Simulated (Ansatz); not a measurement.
input.yaml (Ansatz)

```yaml
crystal:
  lattice:
    - [0.0, 3.4132156359, 3.4132156359]
    - [3.4132156359, 0.0, 3.4132156359]
    - [3.4132156359, 3.4132156359, 0.0]
  atoms:
    - { symbol: In, position: [0.125, 0.125, 0.125] }
    - { symbol: In, position: [0.875, 0.875, 0.875] }
hamiltonian:
  xc: revpbe
  pseudopotentials:
    kind: paw
    azcp:
      In: "pseudopotentials/In.paw.azcp"
basis:
  ecutwfc: 420
  fft_grid_basis: typed
kpoints:
  mp_grid: { grid: [13, 13, 13], shift: [0, 0, 0] }
magnetization:
  spin_polarized: false
scf:
  occupations: { method: fermi_dirac, width: 0.1 }
```

Terminal output

```
Engine: ansatz 0.2.0, aarch64-unknown-linux-gnu
Pseudopotentials: kind: paw
Pseudopotential: In, paw, valence charge 13, recommended cutoff 420 eV (normal) 
Functional definition: revPBE
  parameter kappa = 1.245
  parameter beta = 0.06672455060314922
  exchange = pbe_x(kappa = kappa, mu = beta*pi^2/3)
  correlation = pbe_c(beta = beta)
Crystal: 2 atoms, lattice volume = 79.528 Å³
Basis set: ecut = 420 eV, 1471 PW (Γ)
Bands: 17, of which v1, the nominal top of the filled ones, is band 13 counted from 1 (12 counted from 0)
Symmetry: 48 space group operations
Space group: Fd-3m (ITA 227), of the structure as read, at distance tolerance 4.3e-5 Å
k-points: 84 of 2197
Non-local potential: In, projectors of the file, l = 0: 2, l = 1: 2, l = 2: 2, l = 3: 2
PAW form: soft (Blöchl's): semilocal exchange-correlation on the pseudo side does not see the compensation charge
PAW frozen core: In, regenerated for the run's functional, and the local potential with it (the file was generated under x = pbe(κ = 0.804, μ = 0.2195149727645171), c = pbe(β = 0.06672455060314922))
PAW one-centre angular grid: In, 590 points (default); XC on 64 Gauss nodes
Initial density: superposition of atomic densities (neutral atoms: chi_scale 0, normalization atom), corrected by the library's trained network
Initial wavefunctions: pseudopotential atomic-orbital guess
Functional: x = revpbe(κ = 1.245, μ = 0.2195149727645171), c = pbe(β = 0.06672455060314922)
SCF iter   1: F=—  HF=-11207.078181 eV  |F-HF|=—  |Δ(HF+E_count)|=         —  Δρ=2.16e-3  dr2=3.01e-3  ethr=1.77e-3  ⟨swp⟩=5.8  Hψ=7194  notcnv=0
SCF iter   2: F=—  HF=-11207.078830 eV  |F-HF|=—  |Δ(HF+E_count)|=   6.49e-4  Δρ=2.39e-3  dr2=3.51e-3  ethr=1.16e-5  ⟨swp⟩=2.0  Hψ=3408  notcnv=0
SCF iter   3: F=—  HF=-11207.077275 eV  |F-HF|=—  |Δ(HF+E_count)|=   1.56e-3  Δρ=2.74e-4  dr2=1.15e-4  ethr=1.16e-5  ⟨swp⟩=2.0  Hψ=2450  notcnv=0
SCF iter   4: F=—  HF=-11207.077343 eV  |F-HF|=—  |Δ(HF+E_count)|=   6.86e-5  Δρ=1.56e-4  dr2=1.16e-5  ethr=4.41e-7  ⟨swp⟩=2.0  Hψ=2530  notcnv=0
SCF iter   5: F=—  HF=-11207.077340 eV  |F-HF|=—  |Δ(HF+E_count)|=   3.71e-6  Δρ=1.56e-5  dr2=1.06e-7  ethr=4.47e-8  ⟨swp⟩=2.0  Hψ=2513  notcnv=0
SCF iter   6: F=-11207.077340 eV  HF=-11207.077340 eV  |F-HF|=5.37e-9  |Δ(HF+E_count)|=   4.08e-7  Δρ=2.64e-6  dr2=4.27e-9  ethr=3.85e-10  ⟨swp⟩=2.8  Hψ=2962  notcnv=0
SCF 1 converged in 6 iterations: F = -11207.077340 eV  dr2 = 4.27e-9
SCF converged after 6 iterations
Free energy (F): -11207.077340 eV
Harris-Foulkes:  -11207.077340 eV  (|F-HF|=5.37e-9)
Internal energy: -11207.019088 eV  (E = F + TS)
E sigma→0 (E₀):  -11207.048214 eV
Entropy (-TS):   -0.058252 eV (-29.126 meV/atom)
Fermi energy:    5.210331 eV
--- Per-component energies (eV) ---
  E_band       = -172.069468
  E_kinetic    = 481.039344
  E_local      = -2914.906028  (includes V_loc(G=0)·N_el)
  E_nonlocal   = 731.239753
  E_hartree    = 1163.007594
  E_xc         = -430.791168
  E_vxc        = -196.737226  (∫ρ·V_xc dr)
  E_paw        = -8316.377007  (= ΣΔE_a)
  E_vpaw       = -598.724179  (= ΣTr[D̂ρ^β])
  E_aug_tail   = 0.000052  (compensation charges beyond the density's cutoff)
  E_ewald      = -1920.328273
  E_core_change = 0.096644  (= ΣΔE_core)
  E_smearing   = -0.058252  (= −TS)
  E_closure    = -0.000000  (closes the sum)
  Σ components = -11207.077340   (vs F -11207.077340, Δ=0.00e0)
```
